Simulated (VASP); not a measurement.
The system is Ti.

```xyz
1
Lattice="-1.6533 1.6533 1.6533 1.6533 -1.6533 1.6533 1.6533 1.6533 -1.6533" Properties=species:S:1:pos:R:3 pbc="T T T"
Ti    0.0000    0.0000    0.0000
```

This isn't the form of Ti at room conditions, which is hcp.

| Quantity | Value |
| --- | --- |
| Program | VASP 6.6.1 |
| Task | relaxation of cell and atoms |
| Functional | PBEsol |
| Potentials or basis | VASP PAW PBE potentials, release 64 (Ti) |
| Cutoff | 580 eV |
| k mesh | 18 × 18 × 18 |
| Occupations | gaussian, width 0.1 eV |
| Spin | no spin polarisation |

At the start: pressure -10.0 GPa; volume 18.07 Å³/atom.

Task: Where does the relaxation end?

Result: Over 6 steps the energy falls by 58.5 meV/atom and the volume is 16.35 Å³/atom (-9.6 %); space group Im-3m (No. 229, to 0.05 Å).

Step by step:
| step | energy change (eV) | largest force (eV/Å) | pressure (GPa) | volume (Å³) |
| --- | --- | --- | --- | --- |
| 1 | 0.0000 | 0.0000 | -10.05 | 18.07 |
| 2 | -0.0293 | 0.0000 | 9.09 | 15.27 |
| 3 | -0.0585 | 0.0000 | -0.05 | 16.36 |
| 4 | -0.0584 | 0.0000 | 0.19 | 16.32 |
| 5 | -0.0585 | 0.0000 | -0.12 | 16.36 |
| 6 | -0.0585 | 0.0000 | 0.02 | 16.35 |

Final structure:
```
CELL_PARAMETERS angstrom
-1.59879 1.59879 1.59879
1.59879 -1.59879 1.59879
1.59879 1.59879 -1.59879
ATOMIC_POSITIONS crystal
Ti 0.00000 0.00000 0.00000
```

Caveat: the PAW data sets were made with another functional, which shifts forces and pressure a little.
